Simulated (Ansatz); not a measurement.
# CdTe: the cost of one run

Computed with Ansatz 0.2.0 (DFT LDA, scalar-relativistic, plane waves, PAW, unless a step's input says otherwise).

The COD entry's cell or inner coordinates are ideal or old and differ from later refinements, so a difference from it is no clean test against experiment.

15 further runs of the same task are left out: 15 set aside as unsound or not needed.

### Step 1. The structure to begin with

The structure is cubic, space group F-43m (No. 216). Conventional cell: a = 6.410 Å, b = 6.410 Å, c = 6.410 Å, α = 90.00°, β = 90.00°, γ = 90.00°. Cd (site symmetry -43m) has 4 Te at 2.78 Å as nearest neighbours. Te (site symmetry -43m) is surrounded by 4 Cd at 2.78 Å.

Structure file:

```
CELL_PARAMETERS angstrom
0.00000 3.20500 3.20500
3.20500 0.00000 3.20500
3.20500 3.20500 0.00000
ATOMIC_POSITIONS crystal
Cd 0.00000 0.00000 0.00000
Te 0.75000 0.75000 0.75000
```

This cell was relaxed beforehand with the same method: volume 32.92 Å³/atom, gap on the mesh 0.61 eV.

### Step 2. The scan

The energy is mapped over volume and the cell's shape.

- volume per atom: 7 values from 30.29 to 35.56 Å³
- c/a of the conventional cell: 7 values from 0.886 to 1.128

Nothing else is relaxed (symmetry fixes all fractional coordinates). Energies count from the relaxed crystal. Points are written as (first, second).

### Step 3. Grid point (30.29 Å³, 1.084)

input.yaml

```yaml
crystal:
  lattice:
    - [0.0, 3.2887403072, 3.0347331432]
    - [3.0347331432, 0.0, 3.0347331432]
    - [3.0347331432, 3.2887403072, 0.0]
  atoms:
    - { symbol: Cd, position: [0.0, 0.0, 0.0] }
    - { symbol: Te, position: [0.75, 0.75, 0.75] }
basis:
  ecutwfc: 420
kpoints:
  mp_grid: { grid: [8, 8, 8] }
hamiltonian:
  xc: lda
  pseudopotentials: { kind: paw }
scf:
  occupations: { method: gaussian, width: 0.05 }
output:
  forces: true
  stress: true
  eigenvalues: true
```

The run is started by

```
> ansatz run input.yaml --threads 1 --pin off --max-ram 2048MiB --backend cpu --events-out ev --progress --plain --runs-dir out
```

Q: Estimate wall time and peak memory on 1 thread of Arm Neoverse N1, shared host.

About 13 s, with a peak of 0.36 GiB.
